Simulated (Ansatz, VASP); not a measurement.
**One calculation of AlRu, two programs**

The input INCAR:

```
SYSTEM = AlRu
PREC = Accurate
ENCUT = 520
EDIFF = 1E-6
ISMEAR = 0
SIGMA = 0.15
LREAL = .FALSE.
LASPH = .TRUE.
NELM = 80
ALGO = Fast
ISIF = 2
LWAVE = .FALSE.
LCHARG = .FALSE.
GGA = PE
NBANDS = 16
```

KPOINTS

```
Automatic mesh
0
G
  16 16 16
  0 0 0
```

File POSCAR:

```
AlRu
1.0
    3.0663900000      0.0000000000      0.0000000000
    0.0000000000      3.0663900000      0.0000000000
    0.0000000000      0.0000000000      3.1411800000
Al Ru
1 1
Direct
    0.0000000000      0.0000000000      0.0000000000
    0.5000000000      0.5000000000      0.5000000000
```

Input for Ansatz:

```yaml
crystal:
  lattice:
    - [3.06639, 0.0, 0.0]
    - [0.0, 3.06639, 0.0]
    - [0.0, 0.0, 3.14118]
  atoms:
    - { symbol: Al, position: [0.0, 0.0, 0.0] }
    - { symbol: Ru, position: [0.5, 0.5, 0.5] }
basis:
  ecutwfc: 420
kpoints:
  mp_grid: { grid: [16, 16, 16] }
hamiltonian:
  xc: pbe
scf:
  occupations: { method: gaussian, width: 0.15 }
output:
  forces: true
  stress: true
  eigenvalues: true
  write_density: true
  write_potential: true
  elf: true
  volumetric_format: npy
```

Change from the starting cell: strain +0.025 along x and y, +0.050 along z, atoms carried along.

Alike in both runs: task single point; functional PBE; k mesh 16 × 16 × 16; occupations gaussian, width 0.15 eV; no spin polarisation.

```csv
,VASP,Ansatz
version,VASP 6.6.1,Ansatz 0.2.0
potentials or method,"VASP PAW PBE potentials, release 64 (Al, Ru_pv)","scalar-relativistic, plane waves, PAW"
plane-wave cutoff (eV),520,420
valence electrons in the cell,17,19
```

|  | VASP | Ansatz | Ansatz less VASP |
| --- | --- | --- | --- |
| gap on the k mesh at the Fermi level (eV) | none | none | - |
| pressure (GPa) | -14.4 | -14.3 | +0.10 |
| largest component of the traceless stress (GPa) | 2.06 | 2.05 | -0.006 |

A gap of «none» marks a metal or a gap that the smearing closes. With one functional, cell and mesh, what is left measures potentials, basis and numerics. The two sets of potentials don't hold the same shells in valence.
